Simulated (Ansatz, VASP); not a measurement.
**Ag in VASP and in Ansatz**

```
Ag
1.0
     0.00000    2.00105    2.00105
     2.00105    0.00000    2.00105
     2.00105    2.00105    0.00000
Ag
1
Direct
  0.00000 0.00000 0.00000
```

Change from the starting cell: volume scaled by 0.94.

Alike in both runs: task single point; functional PBEsol; dispersion D4; k mesh 8 × 8 × 8; occupations methfessel-paxton of order 1, width 0.1 eV; non-collinear spin, spin-orbit coupling.

```csv
,VASP,Ansatz
version,VASP 6.6.1,Ansatz 0.2.0
potentials or method,"VASP PAW PBE potentials, release 64 (Ag), cutoff 520 eV","all-electron LAPW, relativistic spinors"
```

VASP gave:

| Quantity | Value |
| --- | --- |
| gap on the k mesh at the Fermi level (eV) | none |
| pressure (GPa) | 2.2 |
| net moment per atom (μB) | 0.00 |
| dispersion energy (meV/atom) | -350.6 |

Task: Estimate Ansatz's values.

Result: gap on the k mesh at the Fermi level (eV): none; pressure (GPa): 2.5; net moment per atom (μB): 0.00; dispersion energy (meV/atom): -350.7.

A gap of «none» marks a metal or a gap that the smearing closes. Ansatz ran all-electron here, so the differences hold the error of VASP's frozen core and of both bases.

Caveats: the PAW data sets were made with another functional, which shifts forces and pressure a little (VASP); the k mesh is thin for a metal, which can move the energy by tens of meV per atom (Ansatz); pairwise dispersion overbinds metals, which lowers pressure and volume (Ansatz).
